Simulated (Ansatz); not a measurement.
ZnAu:

```
Au Zn
1.0
     3.14700    0.00000    0.00000
     0.00000    3.14700    0.00000
     0.00000    0.00000    3.14700
Au Zn
1 1
Direct
  0.00000 0.00000 0.00000
  0.50000 0.50000 0.50000
```

Base run:

| Quantity | Value |
| --- | --- |
| Program | Ansatz 0.2.0 |
| Functional | PBEsol |
| Potentials or basis | Ansatz PAW |
| Cutoff | 420 eV (not typed: the program's choice for these potentials) |
| k mesh | 8 × 8 × 8 |
| Occupations | fermi-dirac, width 0.05 eV |
| Spin | spin-orbit coupling, no magnetisation |

Its results: band gap on the k mesh none (metal or under the smearing width); pressure -2.9 GPa.

Problem. The run is repeated on the same cell with these changes: spin from spin-orbit coupling, no magnetisation to no spin polarisation; potential files from those of the base run to others of the same set. What comes out?

Solution. Band gap on the k mesh none (metal or under the smearing width); pressure -2.2 GPa.

Caveats: the PAW data sets come from PBE, with cores solved anew for the run's functional, which leaves a small shift of forces and pressure; spin-orbit coupling is left out, which moves the levels of the heavy elements (some runs).
